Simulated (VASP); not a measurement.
BeTe, 2 atoms in the cell. It takes space group F-43m (No. 216, cubic). The conventional cell has a = 5.540 Å, b = 5.540 Å, c = 5.540 Å, α = 90.00°, β = 90.00°, γ = 90.00°. Te (site symmetry -43m) has 4 Be at 2.40 Å as nearest neighbours. Around Be (site symmetry -43m) lie 4 Te at 2.40 Å. 

* Program: VASP 6.6.1
* Task: relaxation of cell and atoms
* Functional: LDA
* Potentials or basis: VASP PAW LDA potentials, release 64 (Te, Be)
* Cutoff: 600 eV
* k mesh: 8 × 8 × 8
* Occupations: fermi-dirac, width 0.05 eV
* Spin: no spin polarisation
* Further INCAR settings: ALGO = Normal; EDIFF = 1e-06; IBRION = 2; EDIFFG = -0.01; NSW = 60; ISIF = 3

Potentials or basis: VASP PAW LDA potentials, release 64 (Te, Be).

Command:

```console
$ cat potpaw_LDA.64/Te/POTCAR potpaw_LDA.64/Be/POTCAR > POTCAR
$ mpirun -np 1 vasp_std > vasp.out
```

Hardware: 1 thread of Intel(R) Xeon(R) 6975P-C (Granite Rapids), on a shared host.

Task: How long does it take, and how much memory?

Result: Wall time 9.6 s on 1 thread of Intel(R) Xeon(R) 6975P-C (Granite Rapids), with other jobs on the host, peak memory 0.15 GiB. Counts: scf iterations 23, k points 29, ion steps 3.
